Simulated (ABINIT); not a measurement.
Crystal: GaAs.

```
As Ga
1.0
     0.00000    2.82685    2.82685
     2.82685    0.00000    2.82685
     2.82685    2.82685    0.00000
As Ga
1 1
Direct
  0.75000 0.75000 0.75000
  0.00000 0.00000 0.00000
```

Base run:

```yaml
Program: ABINIT 10.8.3 (patched build)
Functional: r2SCAN
Potentials_or_basis: PseudoDojo NC SR PBE v0.4.1 standard
Cutoff: 1361 eV
k_mesh: 8 × 8 × 8
Occupations: fermi-dirac, width 0.05 eV
Spin: no spin polarisation
```

Its results: band gap on the k mesh 0.71 eV, direct; pressure -0.5 GPa.

Task: The run is repeated on the same cell with these changes: potentials or basis from PseudoDojo NC SR PBE v0.4.1 standard to SG15 NC PBE v1.2; cutoff from 1361 eV to 2014 eV; valence electrons from 28 to 18. What comes out?

Result: Band gap on the k mesh 0.59 eV, direct; pressure 0.3 GPa.

Caveats: the potentials were made for another functional, which shifts forces and pressure; a meta-GGA on potentials with a model core is unreliable (some runs).

